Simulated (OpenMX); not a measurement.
Pt:

```
CELL_PARAMETERS angstrom
2.76067 0.00000 0.00000
-1.38033 2.39081 0.00000
0.00000 0.00000 4.79213
ATOMIC_POSITIONS crystal
Pt 0.33333 0.66667 0.25000
Pt 0.66667 0.33333 0.75000
```

This isn't the form of Pt at room conditions, which is fcc.

```yaml
Program: OpenMX 3.8.5
Task: single point
Functional: PBE
Potentials_or_basis: OpenMX 2013 PBE set, Pt7.0-s3p2d2f1, grid cutoff 400 Ry
k_mesh: 11 × 11 × 7
Occupations: fermi-dirac, width 0.05 eV
Spin: no spin polarisation
```

On this cell: pressure 0.4 GPa; largest force 0.014 eV/Å; band gap on the k mesh none (metal or under the smearing width).

The same run follows on a disturbed copy (atoms moved at random, drawn with an rms of 0.05 Å):

```
CELL_PARAMETERS angstrom
2.76067 0.00000 0.00000
-1.38033 2.39081 0.00000
0.00000 0.00000 4.79213
ATOMIC_POSITIONS crystal
Pt 0.32844 0.68797 0.25286
Pt 0.67332 0.32279 0.74338
```

Question: What changes?

Answer: The energy (extrapolated to zero smearing) moves by +6.3 meV/atom; pressure 1.0 GPa; largest force 0.492 eV/Å; band gap on the k mesh none (metal or under the smearing width).

Forces in eV/Å, atoms in the order of the input:
```
Pt  -0.020 -0.043 -0.489
Pt   0.020  0.019  0.487
```

Caveats: the basis of atomic orbitals isn't converged, which shifts pressures, moduli and gaps.
